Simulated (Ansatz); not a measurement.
Runs of Ansatz 0.2.0 on NbP. The structure is tetragonal, space group I4_1md (No. 109). Conventional cell: a = 3.350 Å, b = 3.350 Å, c = 11.480 Å, α = 90.00°, β = 90.00°, γ = 90.00°. Nb (site symmetry 2mm) is surrounded by 6 P at 2.55 Å. Around P (site symmetry 2mm) lie 6 Nb at 2.55 Å. The cell is a database's computed one.

```csv
level,potentials or basis,cell,cutoff (eV),target pressure (GPa),gap on the mesh (eV),pressure (GPa),relaxed volume (Å³/atom)
PBEsol,Ansatz PAW,relaxed to 5 GPa,420,5,0.04,5.0,-
PBE,JTH PAW,relaxed,1170,-,none,0.0,16.00
PBE,PseudoDojo standard (PBE files),relaxed,1116,-,none,0.0,16.01
PBE,PseudoDojo stringent (PBE files),relaxed,1116,-,none,0.0,16.01
PBE,SPMS NC,relaxed,762,-,none,0.0,(a)
```

Alike in all rows: task relaxation of cell and atoms; no spin polarisation; k mesh 11 × 11 × 11; smearing fermi-dirac 0.05 eV.

Fill in the values left out.

(a) 16.02.

Caveats: the plane-wave basis is chosen anew once the cell has moved, so the energies of steps on either side of that aren't comparable; odd divisions of the mesh miss points on the zone boundary, where band edges often lie, so the gap on the mesh can be too wide (some runs); the PAW data sets come from PBE, with cores solved anew for the run's functional, which leaves a small shift of forces and pressure (some runs).

A k mesh can miss the band edges, and the runs leave out spin-orbit coupling on Nb.

A gap of «none» marks a metal or a gap under the smearing width.
